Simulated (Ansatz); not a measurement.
# TaSi2P4 monolayer in a perpendicular field, part 2 of 2

Aim: how the TaSi2P4 monolayer screens a field along its normal, and what the field does to its bands. A positive field points along +c.

Ansatz 0.2.0; plane-wave DFT, PBE-D3(BJ), Ansatz PAW.

So far. Step 2 (Relaxing the slab): The lattice constant a goes from 3.480 to 3.491 Å.

### 3. Atoms held, field 0

A sawtooth potential applies the field, turning back in the middle of the vacuum. With the dipole correction the typed value is the field outside the slab. The induced dipole is small, so the SCF threshold is tight.

The cell differs from the one that the last finished run ended in (c 48.446 → 27.452 Å).

input.yaml

```yaml
crystal:
  lattice:
    - [3.4906771411, 0.0, 0.0]
    - [-1.7453385706, 3.0230150806, 0.0]
    - [0.0, 0.0, 27.452456644]
  atoms:
    - { symbol: P, position: [0.0, 0.0, 0.3278395124] }
    - { symbol: Si, position: [0.3333333333, 0.6666666667, 0.3646563542] }
    - { symbol: P, position: [0.3333333333, 0.6666666667, 0.4461890739] }
    - { symbol: Ta, position: [0.0, 0.0, 0.5] }
    - { symbol: P, position: [0.3333333333, 0.6666666667, 0.5538109261] }
    - { symbol: Si, position: [0.3333333333, 0.6666666667, 0.6353436458] }
    - { symbol: P, position: [0.0, 0.0, 0.6721604876] }
kpoints:
  mp_grid: { grid: [18, 18, 1] }
  band_path:
    path: [[0, 0, 0], [0.5, 0, 0], [0.33333333, 0.33333333, 0], [0, 0, 0]]
    npoints: 16
hamiltonian:
  xc: pbe
  dispersion: d3bj
scf:
  occupations: { method: fermi_dirac, width: 0.02585 }
  convergence: { dr2_threshold: 1.0e-10 }
efield:
  axis: 3
  dipole_correction: true
  ramp_position: 0.97
  ramp_width: 0.06
  amplitude: 0
output:
  dos: { projected: true, e_range: [-6, 5] }
  write_potential: true
  write_density: true
  volumetric_format: npy
  elf: true
```

On the command line:

```sh
$ ansatz run input.yaml --threads 2 --pin off --max-ram 3072MiB --backend cpu --events-out ev --progress --plain --runs-dir out
```

Numbers of over 12 decimals in the logs are rounded to 6 here.

The log of the run:

```text
[...]
Crystal: 7 atoms, lattice volume = 289.688 Å³
Basis set: ecut = 420 eV, 5677 PW (Γ)
Bands: 28, of which v1, the nominal top of the filled ones, is band 21 counted from 1 (20 counted from 0)
Symmetry: 6 space group operations
k-points: 37 of 324 (time reversal used)
[...]
SCF iter   1: F=—  HF=-14231.252313 eV  |F-HF|=—  |Δ(HF+E_count)|=         —  Δρ=3.29e-3  dr2=2.96e-2  ethr=1.77e-3  p=0.000 e·Å  D=5.12e-14 V/Å  ΔV_dip=-0.00 eV  dr2_dipole=3.35e-12  V_vac-E_F(+/−)=5.14/5.14 eV  ⟨swp⟩=11.8  Hψ=7643  notcnv=0
efield: sawtooth ramp at fractional position 0.9700 (set: `efield.ramp_position`, or a place that a band, a saddle search or an elastic batch's reference lends), width 0.0600; the density the first Hamiltonian is built on has a dipole p = 0.000 e·Å; the dipole correction subtracts the counter field D = 5.12e-14 V/Å, which shifts the + side's vacuum level by -0.00 eV against the − side's; the planar-averaged density in the ramp window peaks in size at 5.6e-6 e/Å³
[...]
SCF iter   2: F=—  HF=-14231.257203 eV  |F-HF|=—  |Δ(HF+E_count)|=   4.89e-3  Δρ=1.55e-3  dr2=2.87e-2  ethr=7.22e-5  p=0.000 e·Å  D=2.30e-6 V/Å  ΔV_dip=-0.00 eV  dr2_dipole=1.32e-9  V_vac-E_F(+/−)=5.51/5.51 eV  ⟨swp⟩=4.0  Hψ=2440  notcnv=0  defer=68
[...]
SCF iter  11: F=-14231.251375 eV  HF=-14231.251375 eV  |F-HF|=3.64e-11  |Δ(HF+E_count)|=  1.44e-10  Δρ=4.75e-8  dr2=1.62e-11  ethr=1.00e-12  p=0.000 e·Å  D=2.57e-7 V/Å  ΔV_dip=-0.00 eV  dr2_dipole=2.93e-12  V_vac-E_F(+/−)=5.40/5.40 eV  ⟨swp⟩=2.2  Hψ=1844  notcnv=0
SCF 1 converged in 11 iterations: F = -14231.251375 eV  dr2 = 1.62e-11
[...]
NSCF: frozen V_eff on 49 k-points
efield: sawtooth ramp at fractional position 0.9700 (kept from the solve that this one continues, or follows in the run), width 0.0600; the density the first Hamiltonian is built on has a dipole p = 0.000 e·Å; the dipole correction subtracts the counter field D = 2.57e-7 V/Å, which shifts the + side's vacuum level by -0.00 eV against the − side's; the planar-averaged density in the ramp window peaks in size at 1.7e-6 e/Å³
WARN: The output density's exchange-correlation potential varies sharply where the density is thin. Do not read a vacuum level from v_tot or v_xc, or from such a field of the output density. On a cell that repeats whose density bears no net charge and no dipole along the vacuum's axis use v_es (v_loc + v_h of the components); under efield.dipole_correction with no amplitude use v_es + v_field, which holds any externa [...]
SCF converged after 11 iterations
Free energy (F): -14231.251375 eV
[...]
Internal energy: -14231.245617 eV  (E = F + TS)
E sigma→0 (E₀):  -14231.248496 eV
Entropy (-TS):   -0.005759 eV (-0.823 meV/atom)
Fermi energy:    0.841861 eV
Dipole field:    D = -0.000002 V/Å  (p = -0.000003 e·Å, saw-weighted, corrected)
Work function:   Φ+ = 5.3970 eV   Φ− = 5.3970 eV
Levels:          The Fermi level and band energies are counted from a zero that moves with the ramp; work functions are not
[...]
--- Band table (eV; the first three rows and the last of 37) ---
  k-point 0: bands = [... 17 lower, -0.1074, 0.4563, 0.4563, 1.1841, 3.7954, 3.7954, 3.9036, 3.9036, ... 3 higher]
  k-point 1: bands = [... 17 lower, -0.1894, 0.3891, 0.4017, 1.2060, 3.7053, 3.7802, 3.9078, 3.9758, ... 3 higher]
  k-point 2: bands = [... 17 lower, -0.3842, 0.2092, 0.2490, 1.1897, 3.4841, 3.4925, 4.0994, 4.1931, ... 3 higher]
  k-point 36: bands = [... 17 lower, -1.7753, -0.6757, 0.1170, 1.6939, 2.8313, 2.8497, 2.9330, 3.7662, ... 3 higher]
```

It took 32 s on 2 threads of Arm Neoverse V1, shared host; peak memory 0.67 GiB.

This step gave:

```
energy at zero smearing   : -14231.2485 eV
work function, upper face : 5.397 eV
dipole along the normal   : -2.65e-6 e·Å
```

Running mean over a fixed 2.7 Å (it still follows the layers) of the planar mean; the ramp of the sawtooth is left out. Table of electron's electrostatic potential energy less the Fermi level by z:

```csv
z (Å),electron's electrostatic potential energy less the Fermi level (eV)
3.5,5.40
4.0,5.40
4.5,5.40
5.0,5.39
5.5,5.39
6.0,5.35
6.5,5.19
7.0,4.54
7.5,2.43
8.0,-0.648
8.5,-3.72
9.0,-6.42
9.5,-7.65
10.0,-7.00
10.5,-5.47
11.0,-4.80
11.5,-4.26
12.0,-4.54
12.5,-7.05
13.0,-9.18
13.5,-9.41
14.0,-9.42
14.5,-9.05
15.0,-6.78
15.5,-4.42
16.0,-4.32
16.5,-4.84
17.0,-5.58
17.5,-7.13
18.0,-7.62
18.5,-6.20
19.0,-3.44
19.5,-0.348
20.0,2.70
20.5,4.63
21.0,5.22
21.5,5.36
22.0,5.39
22.5,5.39
23.0,5.40
23.5,5.40
24.0,5.40
```

The density of states has structure finer than the step of the table below, so its rows give means over 0.2 eV, whole bins alone (the curve runs from -6 to 1.99 eV). Peaks (eV: height): -5.12: 8.17, -4.92: 16.5, -4.24: 9.93, -3.66: 8.80, -2.14: 8.52, -1.56: 11.0, -1.42: 11.4.

Density of states against energy, zero at the Fermi level; means over each step:

energy (eV), density of states (states/eV a cell) and a bar:
```
     -5.8        0.4 #
     -5.6        0.4 #
     -5.4        0.6 ##
     -5.2        2.4 #########
     -5.0        7.3 ###########################
     -4.8        2.6 ##########
     -4.6        4.2 ################
     -4.4        2.6 ##########
     -4.2        6.1 #######################
     -4.0        3.1 ############
     -3.8        3.1 ############
     -3.6        3.7 ##############
     -3.4        2.8 ###########
     -3.2        3.7 ##############
     -3.0        4.3 ################
     -2.8        4.1 ################
     -2.6        4.5 #################
     -2.4        4.2 ################
     -2.2        5.7 ######################
     -2.0        5.9 ######################
     -1.8        4.6 #################
     -1.6        4.5 #################
     -1.4        7.9 ##############################
     -1.2        6.7 #########################
     -1.0        4.1 ################
     -0.8        3.0 ###########
     -0.6        1.4 #####
     -0.4        1.3 #####
     -0.2        2.4 #########
      0.0        2.7 ##########
      0.2        1.8 #######
      0.4        1.0 ####
      0.6        0.5 ##
      0.8        0.2 #
      1.0        0.0 
      1.2        0.0 
      1.4        0.2 #
      1.6        1.2 #####
      1.8        2.2 ########
```

Projected DOS per atom over height of the atomic layer and energy from the Fermi level. Layers: P Si P Ta P Si P from below.

Values in states/eV, 22 rows by 7 columns, each cell a mean:
```
0.30 0.42 0.10 0.40 0.10 0.42 0.30
0.10 0.12 0.00 0.02 0.00 0.12 0.10
0.00 0.00 0.00 0.00 0.00 0.00 0.00
0.01 0.01 0.02 0.22 0.02 0.01 0.01
0.08 0.05 0.08 0.90 0.08 0.05 0.08
0.09 0.08 0.19 1.71 0.19 0.08 0.09
0.06 0.03 0.28 0.78 0.28 0.03 0.06
0.23 0.04 0.55 0.65 0.55 0.04 0.23
0.79 0.14 1.20 1.03 1.20 0.14 0.79
1.44 0.25 1.17 1.30 1.17 0.25 1.44
0.83 0.28 0.67 0.88 0.67 0.28 0.83
1.15 0.39 0.79 0.73 0.79 0.39 1.15
0.80 0.41 0.68 0.50 0.68 0.41 0.80
0.76 0.53 0.54 0.57 0.54 0.53 0.76
0.52 0.47 0.43 0.54 0.43 0.47 0.52
0.51 0.42 0.48 0.58 0.48 0.42 0.51
0.47 0.42 0.60 0.60 0.60 0.42 0.47
0.39 0.41 0.73 0.59 0.73 0.41 0.39
0.43 0.47 0.72 0.44 0.72 0.47 0.43
0.59 0.61 0.63 0.46 0.63 0.61 0.59
0.12 0.11 0.04 0.02 0.04 0.11 0.12
0.08 0.07 0.02 0.01 0.02 0.07 0.08
```
Columns: height of the atomic layer (Å) from 9 to 18.5 (not evenly spaced); rows upwards: energy from the Fermi level (eV) from -5.96 to 1.96.

The electronic bands at the labelled points (eV, zero at the Fermi level):

```csv
point,band 17,band 18,band 19,band 20,band 21,band 22,band 23,band 24
Γ,-0.95,-0.95,-0.39,-0.39,0.34,2.95,2.95,3.06
halfway,-1.83,-1.27,-1.18,-1.11,-0.11,1.94,2.09,2.91
M,-1.88,-1.79,-1.56,-0.69,-0.32,1.41,1.49,2.38
halfway,-2.28,-1.99,-1.57,-1.02,0.21,2.14,2.47,2.82
K,-3.11,-2.62,-1.52,-0.72,0.85,1.99,2.01,2.09
halfway,-2.19,-1.41,-1.26,-1.11,-0.08,2.41,2.89,2.98
Γ,-0.95,-0.95,-0.39,-0.39,0.34,2.95,2.95,3.06
```

ELF in the ca plane at fractional y = 0.667, with atoms of Si and P within 0.2 Å of it. It is the smooth field of the valence electrons, not physical close to the nuclei.

Values, 5 rows by 16 columns, each cell a mean:
```
0.00 0.04 0.42 0.72 0.64 0.32 0.11 0.31 0.17 0.18 0.30 0.09 0.42 0.66 0.71 0.31
0.00 0.02 0.26 0.59 0.73 0.48 0.35 0.64 0.27 0.36 0.61 0.31 0.57 0.71 0.55 0.18
0.00 0.00 0.03 0.20 0.52 0.50 0.78 0.47 0.48 0.57 0.47 0.80 0.45 0.50 0.14 0.02
0.00 0.00 0.01 0.13 0.36 0.49 0.82 0.19 0.46 0.49 0.23 0.87 0.38 0.35 0.08 0.01
0.00 0.01 0.13 0.43 0.73 0.56 0.57 0.76 0.39 0.51 0.74 0.54 0.61 0.69 0.36 0.09
```
Columns run along c (16.0 Å, from fractional 0.18 to 0.76 of the cell), rows up along a (3.5 Å). Atoms in or near the plane, at fractional coordinates: Si at (0.36, 0.33), P at (0.45, 0.33), P at (0.55, 0.33), Si at (0.64, 0.33).

Valence density in the ca plane at fractional y = 0.667, with atoms of Si and P within 0.2 Å of it. It is the smooth field of the valence electrons, not physical close to the nuclei.

Values in e/Å³, 5 rows by 16 columns, each cell a mean:
```
0.00 0.00 0.03 0.20 0.35 0.14 0.07 0.17 0.35 0.30 0.15 0.07 0.18 0.35 0.15 0.01
0.00 0.00 0.02 0.17 0.37 0.22 0.15 0.33 0.33 0.33 0.30 0.14 0.26 0.35 0.12 0.01
0.00 0.00 0.01 0.09 0.33 0.31 0.54 0.56 0.40 0.49 0.54 0.50 0.29 0.30 0.06 0.01
0.00 0.00 0.01 0.08 0.27 0.28 0.66 0.39 0.42 0.50 0.40 0.63 0.22 0.26 0.05 0.01
0.00 0.00 0.02 0.13 0.39 0.29 0.28 0.52 0.34 0.40 0.48 0.25 0.32 0.35 0.09 0.01
```
Columns run along c (16.0 Å, from fractional 0.18 to 0.76 of the cell), rows up along a (3.5 Å). Atoms in or near the plane, at fractional coordinates: Si at (0.36, 0.33), P at (0.45, 0.33), P at (0.55, 0.33), Si at (0.64, 0.33).

Electrostatic potential energy in the ca plane at fractional y = 0.667, with atoms of Si and P within 0.2 Å of it. With pseudopotentials it is smooth inside the atoms' cores, unlike the true potential.

Ten even steps from '0' (-63 eV) to '9' (6 eV), each cell a mean:
```
99999999998889999999998777899999999988899999
99999999998889999999998777899999999988899999
99999999999888999999998878899999999888999999
99999999999887778987788888887789877788999999
99999999999852247862137898731368742368999999
99999999999730026740005898500048610047999999
99999999999841027851016898610158720148999999
99999999999875468875468898864588864578999999
99999999999888889998888888888899988888999999
```
Columns run along c (16.0 Å, from fractional 0.18 to 0.76 of the cell; values clipped at the 3rd and 97th percentile), rows up along a (3.5 Å). Atoms in or near the plane, at fractional coordinates: Si at (0.36, 0.33), P at (0.45, 0.33), P at (0.55, 0.33), Si at (0.64, 0.33).

The work function of the upper face is 5.40 eV.

### 4. Atoms held, field 0.1 V/Å

Changes to input.yaml since step 3:

```diff
@@ -29,5 +29,4 @@
   ramp_width: 0.06
-  amplitude: 0
+  amplitude: 0.1
 output:
-  dos: { projected: true, e_range: [-6, 5] }
   write_potential: true
@@ -35,2 +34 @@
   volumetric_format: npy
-  elf: true
```

The log of the run:

```text
[...]
Crystal: 7 atoms, lattice volume = 289.688 Å³
Basis set: ecut = 420 eV, 5677 PW (Γ)
Bands: 28, of which v1, the nominal top of the filled ones, is band 21 counted from 1 (20 counted from 0)
Symmetry: 6 space group operations
k-points: 37 of 324 (time reversal used)
[...]
k-point 0: bands = [... 17 lower, -0.1051, 0.4561, 0.4561, 1.1838, 3.7934, 3.7934, 3.9047, 3.9047, ... 3 higher]
  k-point 1: bands = [... 17 lower, -0.1873, 0.3889, 0.4014, 1.2058, 3.7019, 3.7825, 3.9051, 3.9777, ... 3 higher]
  k-point 2: bands = [... 17 lower, -0.3845, 0.2090, 0.2487, 1.1894, 3.4700, 3.5055, 4.0979, 4.1939, ... 3 higher]
  k-point 36: bands = [... 17 lower, -1.7759, -0.6764, 0.1172, 1.6935, 2.8307, 2.8494, 2.9324, 3.7661, ... 3 higher]
[key lines of the parts left out:]
SCF converged after 12 iterations
Free energy (F): -14231.254708 eV
Fermi energy:    0.841550 eV
Dipole field:    D = 0.041636 V/Å  (p = 0.066656 e·Å, saw-weighted, corrected)
```

Wall time 35 s (2 threads); peak memory 0.65 GiB.

The dipole is 0.0667 e·Å.

### 5. Single point, field -0.1 V/Å

Changes to input.yaml since step 4:

```diff
@@ -29,3 +29,3 @@
   ramp_width: 0.06
-  amplitude: 0.1
+  amplitude: -0.1
 output:
```

The log of the run:

```text
[...]
Crystal: 7 atoms, lattice volume = 289.688 Å³
Basis set: ecut = 420 eV, 5677 PW (Γ)
Bands: 28, of which v1, the nominal top of the filled ones, is band 21 counted from 1 (20 counted from 0)
Symmetry: 6 space group operations
k-points: 37 of 324 (time reversal used)
[...]
k-point 0: bands = [... 17 lower, -0.1051, 0.4561, 0.4561, 1.1838, 3.7934, 3.7934, 3.9047, 3.9047, ... 3 higher]
  k-point 1: bands = [... 17 lower, -0.1873, 0.3889, 0.4014, 1.2058, 3.7019, 3.7825, 3.9051, 3.9777, ... 3 higher]
  k-point 2: bands = [... 17 lower, -0.3845, 0.2090, 0.2487, 1.1894, 3.4700, 3.5055, 4.0979, 4.1939, ... 3 higher]
  k-point 36: bands = [... 17 lower, -1.7759, -0.6764, 0.1172, 1.6935, 2.8307, 2.8494, 2.9324, 3.7661, ... 3 higher]
[key lines of the parts left out:]
SCF converged after 12 iterations
Free energy (F): -14231.254708 eV
Fermi energy:    0.841550 eV
Dipole field:    D = -0.041636 V/Å  (p = -0.066655 e·Å, saw-weighted, corrected)
```

Wall time 33 s (2 threads); peak memory 0.65 GiB.

The dipole is -0.0667 e·Å.

### 6. Response, atoms held

This step: plane-wave DFT, PBE-D3(BJ), Ansatz PAW; response to a field along the normal, atoms held (Ansatz 0.2.0).

The dipoles give the slope, and the difference of two potentials shows where the field is screened.

Numbers from this step:

```yaml
equivalent_conductor_thickness_p_eps_0ae: 11.43 Å
distance_between_the_outer_atoms: 9.452 Å
```

Table of dipole of the cell by applied field:

```csv
applied field (V/Å),dipole of the cell (e·Å)
-0.1000,-0.0667
0.0000,-2.7e-6
0.1000,0.0667
```

Local field over the applied field, running mean. From the potentials at -0.1 and 0.1 V/Å; running mean over 2.5 Å. Local field over applied field against z:

```csv
z (Å),local field over applied field
5,0.995
6,0.961
7,0.782
8,0.435
9,0.126
10,0.0637
11,0.0743
12,0.0439
13,0.0287
14,0.0196
15,0.0326
16,0.0702
17,0.0651
18,0.0726
19,0.276
20,0.631
21,0.908
22,0.988
23,0.999
```

The induced electron density oscillates, so the rows of the table below give means over windows of 1 Å about each position, cut where the curve ends. Its maxima inside the range that stand out by 2 % of the span (Å: e/Å³ per V/Å): 8.0: 0.00370, 9.3: 8.4e-4, 11.0: 6.8e-4, 12.3: 7.3e-4, 14.3: 8.0e-4, 15.7: -8.9e-5, 17.3: 0.00149, 18.6: -4.1e-4. Its minima: 8.9: 4.1e-4, 10.2: -0.00149, 11.7: 8.9e-5, 13.2: -8.0e-4, 15.2: -7.3e-4, 16.4: -6.8e-4, 18.2: -8.4e-4, 19.4: -0.00370.

Electrons, planar mean, per unit field. Induced electron density against z; means over each step:

z (Å), induced electron density (e/Å³ per V/Å) and a bar from the least value:
```
        5    0.00002 ##############
        6    0.00022 ###############
        7    0.00141 #####################
        8    0.00313 ##############################
        9    0.00076 #################
       10   -0.00073 ##########
       11    0.00035 ###############
       12    0.00040 ################
       13   -0.00035 ############
       14    0.00036 ###############
       15   -0.00033 ############
       16   -0.00038 ###########
       17    0.00059 #################
       18   -0.00029 ############
       19   -0.00203 ###
       20   -0.00253 
       21   -0.00054 ###########
       22   -0.00007 #############
       23   -0.00001 #############
```

By hand: between -0.1 and 0.1 V/Å the dipole changes by 0.1333 e·Å, a slope of 0.6666 e·Å²/V. A perfect conductor of thickness t has p = ε₀AEt, so t = 180.95 × 0.6666 / 10.552 = 11.43 Å (e/ε₀ = 180.95 V·Å, A in Å²).

The induced dipole is that of a conductor 11.43 Å thick.

### 7. Results

- gap without field: none
- work function, upper face: 5.40 eV
- equivalent conductor thickness, atoms held: 11.4 Å

The induced dipole equals that of a perfect conductor 11.43 Å thick, while the outer atoms lie 9.45 Å apart. There is no gap over 0.03 eV, with or without the field. The first relaxation ran with spin and lost its moment, and the later runs have none; other magnetic states were not tried. Spin-orbit coupling is left out, which matters for the bands of elements this heavy. The outer anions sit over the metal atoms, one of several polytypes of such layers and not the lowest for every compound.

[Logs are printed without paths, hosts, clocks, repeated set-up lines and the standing remarks that a program may print on its own settings, such as how far it seeks lower states.]

[Hosts, paths, dates, database ids (printed as entryN), source tags and the programs' standing remarks are cut or masked in the printed files.]

[Maps of the electrostatic potential energy from Ansatz leave out the sawtooth potential of an applied field or a dipole correction, so their vacuum need not be flat; planar profiles and work functions include it.]

[The density of states shown here was stored with 400 of the rows of the run's finer table, so its peaks can read low, often by over a quarter, or be missed, and its means over a window can be off by a tenth or more.]
